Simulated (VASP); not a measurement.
## Bi under changes of volume

One of the cells (34.706 Å³/atom); the others are scaled copies at fixed shape and fractional positions:

```
Bi
1.0
     3.51170   -3.15332    0.00000
     3.51170    3.15332    0.00000
    -1.26858    0.00000    3.13417
Bi
2
Direct
  0.75306 0.75306 0.85738
  0.24694 0.24694 0.14262
```

This isn't the form of Bi at room conditions, which is rhombohedral.

```yaml
Program: VASP 6.6.1
Functional: PBE
Potentials_or_basis: VASP PAW PBE potentials, release 64 (Bi_d)
Cutoff: 520 eV
k_mesh: 6 × 6 × 9
Occupations: fermi-dirac, width 0.05 eV
Spin: no spin polarisation
```

```tsv
volume (Å³/atom)	energy over the lowest point (meV/atom)	pressure (GPa)	largest force (eV/Å)
31.984	19.46	3.4	0.054
32.665	7.36	2.1	0.024
33.345	0.45	1.0	0.015
34.706	0.00	-0.9	0.066
35.387	5.55	-1.8	0.091
36.067	?	?	?
```

Task: What does the run at 36.067 Å³/atom give?

Result: Energy over the lowest point 14.37 meV/atom; pressure -2.5 GPa; largest force 0.116 eV/Å.

Worked out: A Birch-Murnaghan fit of order 3 (a polynomial in V^(-2/3)) to the other rows has its minimum at 34.05 Å³/atom with B0 = V·E''(V) = 48 GPa and B' = 4.6 at fixed shape and positions, which overstates the stiffness. It gives 14.40 meV/atom at 36.067 Å³/atom, against the run's 14.37, and -dE/dV = -2.4 GPa, against -2.5.

Energies are extrapolated to zero smearing.
